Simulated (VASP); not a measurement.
A run of VASP 6.6.1:

The input INCAR:

```
SYSTEM = Fe
PREC     = Accurate       ! precision mode
ENCUT    = 520            ! plane-wave cutoff, eV
EDIFF    = 1E-6           ! SCF threshold, eV
ISMEAR   = -1             ! smearing method
SIGMA    = 0.1            ! smearing width, eV
LREAL    = .False.        ! projectors in reciprocal space
LASPH    = .True.         ! aspherical terms in the spheres
NELM     = 100            ! most SCF steps
ALGO     = Normal         ! electronic algorithm
ISIF     = 2              ! what is computed and relaxed
LWAVE    = .False.        ! write WAVECAR
LCHARG   = .False.        ! write CHGCAR
NBANDS   = 10             ! bands
```

The input KPOINTS:

```
Automatic mesh
0
Gamma
  13 13 13
  0 0 0
```

The input POSCAR:

```
Fe
1.0
    2.2130377553      0.0000000000      0.0000000000
    0.0000000000      2.2130377553      0.0000000000
    0.0000000000      0.0000000000      2.2130377553
Fe
1
Direct
    0.0000000000      0.0000000000      0.0000000000
```

Potentials or basis: VASP PAW LDA potentials, release 64 (Fe).

Command:

```bash
$ cat potpaw_LDA.64/Fe/POTCAR > POTCAR
$ mpirun -np 1 vasp_std > vasp.out
```

Hardware: 1 thread of AMD EPYC 9R45 96-Core Processor (Zen 5), with other jobs on the host.

Problem. Estimate the wall time of this run.

Solution. It took 2.9 s on 1 thread of AMD EPYC 9R45 96-Core Processor (Zen 5) (shared host), peak memory 0.08 GiB. Counts: scf iterations 12, k points 84.
